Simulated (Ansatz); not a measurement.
## Ge in Ansatz: convergence with ecutfock ratio

Input of the first run (ecutfock ratio 1); the others differ in this setting and in those tied to it:

The input input.yaml:

```yaml
crystal:
  lattice:
    - [-0.0282083, 2.10199665, 2.11345782]
    - [2.07162474, -0.03255139, 2.11780091]
    - [2.04296056, 2.07767556, -0.00388721]
  atoms:
    - { symbol: Ge, position: [0.0, 0.0, 0.0] }
hamiltonian:
  xc: hse06
  pseudopotentials: { kind: paw }
kpoints:
  mp_grid: { grid: [6, 6, 6] }
scf:
  occupations: { method: cold, width: 0.05 }
  exx: { ecutfock_ratio: 1 }
output:
  forces: true
  stress: true
  eigenvalues: true
```

Potentials or basis: Ansatz PAW.

Run with:

```bash
$ ansatz run input.yaml --threads 2 --pin off --max-ram 5632MiB --backend cpu --events-out ev --progress --plain --runs-dir out
```

This isn't the form of Ge at room conditions, which is diamond.

Hardware: 2 threads of Arm Neoverse V2 (shared host).

**Question.** The values tried are 1, 2, 3, 4, loosest first. From which on does the energy stay within 1 meV/atom of the tightest run that finished?

**Answer.** From 2 on.

| ecutfock ratio | energy less the tightest run, at zero smearing (meV/atom) | SCF cycles | CPU time (s) | peak memory (GiB) |
| --- | --- | --- | --- | --- |
| 1 | 10.46 | 16 | 23 | 0.62 |
| 2 | 0.07 | 16 | 27 | 0.75 |
| 3 | 0.00 | 16 | 28 | 0.76 |
| 4 | 0.00 | 16 | 28 | 0.76 |

The tightest run that finished is the yardstick and may itself not be fully converged.

Caveat, for the tightest run too: the k mesh is coarse (spacing up to 0.44 Å⁻¹), so the values aren't converged, least of all with exact exchange.
